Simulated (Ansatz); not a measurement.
Level of theory: DFT PBE+D3(BJ), scalar-relativistic, plane waves, PAW (Ansatz).

Structure of GaSe:

```
Ga Se
1.0
     3.76932    0.00000    0.00000
    -1.88466    3.26433    0.00000
     0.00000    0.00000   15.96644
Ga Se
4 4
Direct
  0.33333 0.66667 0.17349
  0.66667 0.33333 0.67349
  0.33333 0.66667 0.32651
  0.66667 0.33333 0.82651
  0.33333 0.66667 0.59970
  0.66667 0.33333 0.09970
  0.33333 0.66667 0.90030
  0.66667 0.33333 0.40030
```

Plane waves to 420 eV, a k mesh through Γ of 12×12×2 on the computed 8-atom cell and Gaussian smearing (0.02 eV); no spin polarisation.

Levels along Γ–M–K–Γ–A–L–H–A | L–M | H–K, in eV from a zero inside the gap, sorted by energy at each point. Points in fractions of the primitive reciprocal vectors: Γ (0.000 0.000 0.000), M (0.500 0.000 0.000), K (0.333 0.333 0.000), A (0.000 0.000 0.500), L (0.500 0.000 0.500), H (0.333 0.333 0.500).
```tsv
point	k (1/Å, with 2π)	band 55	band 56	band 57	band 58	band 59	band 60	band 61
Γ	0.000	-1.76	-1.63	-1.63	-0.43	0.43	1.44	1.70
-	0.481	-2.48	-2.28	-1.62	-1.22	1.35	1.76	1.89
M	0.962	-2.90	-2.79	-2.71	-2.29	0.59	0.82	1.37
-	1.240	-3.09	-2.90	-2.58	-2.31	1.43	1.56	1.58
K	1.518	-2.74	-2.74	-2.68	-2.68	1.00	1.62	2.16
-	2.074	-2.88	-2.58	-1.57	-1.42	2.04	2.12	2.41
Γ	2.629	-1.76	-1.63	-1.63	-0.43	0.43	1.44	1.70
-	2.728	-1.72	-1.64	-1.64	-0.77	0.71	1.35	1.72
A	2.826	-1.67	-1.67	-1.33	-1.33	1.09	1.09	1.75
-	3.307	-2.34	-2.34	-1.34	-1.34	1.53	1.53	1.88
L	3.788	-2.87	-2.87	-2.60	-2.60	0.93	0.93	1.15
-	4.066	-2.85	-2.85	-2.49	-2.49	1.54	1.54	1.77
H	4.344	-3.13	-3.13	-2.40	-2.40	1.26	1.26	2.01
-	4.900	-2.96	-2.96	-1.44	-1.44	2.18	2.18	2.35
A	5.455	-1.67	-1.67	-1.33	-1.33	1.09	1.09	1.75
L	5.455	-2.87	-2.87	-2.60	-2.60	0.93	0.93	1.15
-	5.554	-2.81	-2.81	-2.79	-2.38	0.69	0.92	1.22
M	5.652	-2.90	-2.79	-2.71	-2.29	0.59	0.82	1.37
H	5.652	-3.13	-3.13	-2.40	-2.40	1.26	1.26	2.01
-	5.751	-2.97	-2.97	-2.49	-2.49	1.07	1.50	2.08
K	5.849	-2.74	-2.74	-2.68	-2.68	1.00	1.62	2.16
```

Cost: 1 run of about 3.4 core-minutes, on Arm Neoverse V1 (shared hosts).